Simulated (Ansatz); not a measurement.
The system is Te2Mo.

```
Te Mo
1.0
     3.51820    0.00000    0.00000
    -1.75910    3.04685    0.00000
     0.00000    0.00000   13.97360
Te Mo
4 2
Cartesian
  1.7591 1.0156 5.2960
  0.0000 2.0312 12.2828
  1.7591 1.0156 1.6908
  0.0000 2.0312 8.6776
  1.7591 1.0156 10.4802
  0.0000 2.0312 3.4934
```

```yaml
Program: Ansatz 0.2.0
Task: relaxation of cell and atoms
Functional: revPBE
Dispersion: D4
Potentials_or_basis: Ansatz PAW
Cutoff: "420 eV (not typed: the program's choice for these potentials)"
k_mesh: 7 × 7 × 2
Occupations: fermi-dirac, width 0.05 eV
Spin: no spin polarisation
```

At the start: volume 24.96 Å³/atom.

Task: How do energy, volume and symmetry change on relaxing?

Result: It ends after 5 steps and the volume is 23.76 Å³/atom (-4.8 %); space group P6_3/mmc (No. 194, to 0.05 Å).

The path:
```
step  energy change (eV)  largest force (eV/Å)  volume (Å³)
   1              0.0000                0.2066       149.79
   2             -0.0500                0.0056       144.76
   3             -0.0568                0.0450       142.12
   4             -0.0572                0.0009       142.56
   5             -0.0556                0.0008       142.56
```

Final structure:
```cif
data_structure
_symmetry_space_group_name_H-M 'P 1'
_symmetry_Int_Tables_number 1
_cell_length_a 3.4853
_cell_length_b 3.4853
_cell_length_c 13.5518
_cell_angle_alpha 90.000
_cell_angle_beta 90.000
_cell_angle_gamma 120.000
_cell_volume 142.56
loop_
_atom_site_label
_atom_site_type_symbol
_atom_site_fract_x
_atom_site_fract_y
_atom_site_fract_z
_atom_site_occupancy
Te1 Te 0.66667 0.33333 0.38432 1
Te2 Te 0.33333 0.66667 0.88432 1
Te3 Te 0.66667 0.33333 0.11568 1
Te4 Te 0.33333 0.66667 0.61568 1
Mo1 Mo 0.66667 0.33333 0.75000 1
Mo2 Mo 0.33333 0.66667 0.25000 1
```

Caveat: the plane-wave basis is chosen anew once the cell has moved, so the energies of steps on either side of that aren't comparable; the PAW data sets come from PBE, with cores solved anew for the run's functional, which leaves a small shift of forces and pressure.
